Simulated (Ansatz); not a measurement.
SiNi:

```
Ni Si
1.0
     2.94277    0.00000    0.00000
     0.00000    3.28033    0.00000
     0.00000    0.00000    4.67745
Ni Si
2 2
Direct
  0.50000 0.50000 0.34250
  0.00000 0.00000 0.65750
  0.50000 0.50000 0.84314
  0.00000 0.00000 0.15686
```

The cell is a database's computed one.

Base run:

```yaml
Program: Ansatz 0.2.0
Functional: PBE
Potentials_or_basis: Ansatz PAW
Cutoff: "420 eV (not typed: the program's choice for these potentials)"
k_mesh: 8 × 7 × 5
Occupations: fermi-dirac, width 0.05 eV
Spin: collinear spin, ferromagnetic start
Starting_moments: "[1.0, 1.0, 0.0, 0.0] μB"
Fixed_moment: 2 μB
```

Its results: pressure 14.8 GPa; site moments Ni +0.65; Si +0.16 μB; largest force 0.518 eV/Å.

**Question.** The run is repeated on the same cell with these changes: fixed moment from 2 μB to 1.5 μB; moments at the start from [1.0, 1.0, 0.0, 0.0] to [0.75, 0.75, 0.0, 0.0]. What comes out?

**Answer.** Pressure 11.5 GPa; site moments Ni +0.49; Si +0.12 μB; largest force 0.447 eV/Å.

Caveats: the total moment is fixed, so each spin has its own Fermi level; the thresholds are loose for stress.
